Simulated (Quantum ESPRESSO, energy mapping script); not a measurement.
# MnS (Browneite): exchange couplings worked by hand

Given the energies of a few magnetic orders of MnS (Browneite), solve for the couplings by hand and predict the energy of an order left out.

Main program and level: Quantum ESPRESSO 7.5; PBE with U = 5 eV on Mn d, ortho-atomic projectors; plane waves, U on orthogonalised atomic orbitals unless named otherwise, collinear spin, no spin–orbit coupling.

### 1. The structure

It takes space group F-43m (No. 216, cubic). The conventional cell has a = 5.600 Å, b = 5.600 Å, c = 5.600 Å, α = 90.00°, β = 90.00°, γ = 90.00°. Nearest to Mn lie 4 S at 2.42 Å. S has 4 Mn at 2.42 Å nearest. Farther neighbours and most contacts between anions are not listed.

The potential files are GBRV's for PBE; pw.x takes the functional from them.

### 2. Two of the runs

The parallel order and one order with opposed moments, in one cell and on one mesh:

Input file pw.in:

```
&control
  calculation = 'scf'
  prefix = 'pw'
  outdir = './tmp/'
  pseudo_dir = './pseudo/'
  verbosity = 'low'
/
&system
  ibrav = 0
  nat = 4
  ntyp = 2
  ecutwfc = 45
  ecutrho = 360
  nbnd = 38
  occupations = 'smearing'
  smearing = 'fd'
  degauss = 0.00367493
  nspin = 2
  starting_magnetization(1) = 0.3000
/
&electrons
  conv_thr = 1.0e-08
  electron_maxstep = 120
  mixing_beta = 0.3
  mixing_mode = 'plain'
/
ATOMIC_SPECIES
  Mn 54.9380 Mn.upf
  S 32.0600 S.upf
CELL_PARAMETERS angstrom
  0.00000000 -2.80000000 -2.80000000
  0.00000000 2.80000000 -2.80000000
  5.60000000 0.00000000 0.00000000
ATOMIC_POSITIONS crystal
  Mn 0.50000000 0.50000000 0.50000000
  Mn 0.00000000 0.00000000 0.00000000
  S 0.00000000 0.50000000 0.75000000
  S 0.50000000 0.00000000 0.25000000
K_POINTS automatic
  5 5 4 0 0 0
HUBBARD {ortho-atomic}
U Mn-3d 5
```

Run with:

```bash
> OMP_NUM_THREADS=1 mpirun -n 4 pw.x -nk 4 -in pw.in > pw.out
```

The log of the run:

```text
Program PWSCF v.7.5 starts
[...]
unit-cell volume          =     592.5578 (a.u.)^3
     number of atoms/cell      =            4
[...]
number of electrons       =        42.00
     number of Kohn-Sham states=           38
     kinetic-energy cutoff     =      45.0000  Ry
     charge density cutoff     =     360.0000  Ry
     scf convergence threshold =      1.0E-08
[...]
xc contribution           =     -70.46213193 Ry
     ewald contribution        =    -253.43760863 Ry
     Hubbard energy            =       0.09513799 Ry
     total magnetization       =    10.00 Bohr mag/cell
     absolute magnetization    =    10.00 Bohr mag/cell
     convergence has been achieved in  10 iterations
=------------------------------------------------------------------------------=
   JOB DONE.
=------------------------------------------------------------------------------=
[key lines of the parts left out:]
!    total energy              =    -470.63513209 Ry
the Fermi energy is     7.8004 ev
```

Run time: 22 s. Hardware: 4 MPI ranks of Arm Neoverse V1, shared host; peak memory 0.6 GiB.

Edit pw.in of step 2 so:

```diff
@@ -10,6 +10,6 @@
   nat = 4
-  ntyp = 2
+  ntyp = 3
   ecutwfc = 45
   ecutrho = 360
-  nbnd = 38
+  nbnd = 33
   occupations = 'smearing'
@@ -19,2 +19,3 @@
   starting_magnetization(1) = 0.3000
+  starting_magnetization(2) = -0.3000
 /
@@ -27,3 +28,4 @@
 ATOMIC_SPECIES
-  Mn 54.9380 Mn.upf
+  Mn1 54.9380 Mn.upf
+  Mn2 54.9380 Mn.upf
   S 32.0600 S.upf
@@ -34,4 +36,4 @@
 ATOMIC_POSITIONS crystal
-  Mn 0.50000000 0.50000000 0.50000000
-  Mn 0.00000000 0.00000000 0.00000000
+  Mn1 0.50000000 0.50000000 0.50000000
+  Mn2 0.00000000 0.00000000 0.00000000
   S 0.00000000 0.50000000 0.75000000
@@ -41,2 +43,3 @@
 HUBBARD {ortho-atomic}
-U Mn-3d 5
+U Mn1-3d 5
+U Mn2-3d 5
```

The log of the run:

```text
[banner, memory and clock lines left out]
Program PWSCF v.7.5 starts
[...]
unit-cell volume          =     592.5578 (a.u.)^3
     number of atoms/cell      =            4
[...]
number of electrons       =        42.00
     number of Kohn-Sham states=           33
     kinetic-energy cutoff     =      45.0000  Ry
     charge density cutoff     =     360.0000  Ry
[...]
The total energy is F=E-TS. E is the sum of the following terms:
     one-electron contribution =    -315.46835995 Ry
     hartree contribution      =     168.58370283 Ry
     xc contribution           =     -70.43447717 Ry
     ewald contribution        =    -253.43760863 Ry
     Hubbard energy            =       0.10960131 Ry
     total magnetization       =     0.00 Bohr mag/cell
     absolute magnetization    =     9.75 Bohr mag/cell
     convergence has been achieved in  12 iterations
[key lines of the parts left out:]
!    total energy              =    -470.64714161 Ry
the Fermi energy is     7.2773 ev
```

The job ended after 24 s (4 MPI ranks; peak memory 0.63 GiB; 97 s of CPU time).

At zero occupation width the energies are -6403.31718 and -6403.48058 eV for 2 Mn atoms, so ΔE = 1000 × (-6403.48058 − (-6403.31718)) / 2 = -81.70 meV a magnetic atom.

### 3. The orders used, and who is opposed

Each order is measured in this way from the parallel run of its own cell. n counts, for a mean magnetic atom, the neighbours of each shell whose moment is opposed.

| order | ΔE (meV) | n at 3.96 Å (of 12) | n at 5.60 Å (of 6) |
| --- | --- | --- | --- |
| compensated +− in cell A | -81.70 | 8 | 0 |
| compensated +− in cell B | -62.82 | 6 | 6 |
| uncompensated ++− in cell C | ? | 6.67 | 2.67 |

Wanted: the couplings, and ΔE of the order “uncompensated ++− in cell C”.

### 4. The equations

With E = −Σ J e·e over ordered pairs of unit vectors, an atom's energy is −Σ J (z − 2n), since each opposed neighbour turns +1 into −1. Against the parallel order, ΔE = 2 Σ n J:

- 16 J₁ = -81.70
- 12 J₁ + 12 J₂ = -62.82

Cramer's rule: the determinant of the left side is D = 192; with the column of each J replaced by the energies it is D₁ = -980.4 and D₂ = -24.72. So J₁ = -5.11 meV and J₂ = -0.129 meV.

### 5. The order left out

ΔE = 13.34 × (-5.11) + 5.34 × (-0.129) = -68.80 meV.

### 6. Results

* J₁, Mn–Mn at 3.96 Å: -5.11 meV
* J₂, Mn–Mn at 5.60 Å: -0.129 meV
* ΔE predicted for the withheld order: -68.8 meV
* ΔE of the withheld run: -69.4 meV

**Reading.** The hand solution predicts -68.80 meV and the withheld run gave -69.38 meV, a miss of 0.58 meV on a scale of 81.7 meV, so these shells carry the energies well. A least-squares fit to all 5 orders gives -5.08, -0.141 and -0.0256 meV, with a third shell at 6.86 Å that the hand model leaves out. This set was picked because its moments stay put and its equations are well conditioned; many sets are less well behaved. Shells left out of the hand model add to these values wherever the orders used reverse them, so each J is partly a sum. A fit with one more shell, at 7.92 Å, gives -5.1, -0.13, -0.022 and -0.064 meV and 155 K in mean field.

[Logs and program files are shortened in this print: banners, set-up blocks, solver, clock and traceback lines can be left out without a mark of their own.]

[Logs are printed without paths, hosts, clocks, repeated set-up lines and the standing remarks that a program may print on its own settings, such as how far it seeks lower states.]

[Hosts, paths, dates, database ids (printed as entryN), source tags and the programs' standing remarks are cut or masked in the printed files.]

[Where a cell is said to come from a database of computed structures, the database is the Materials Project.]
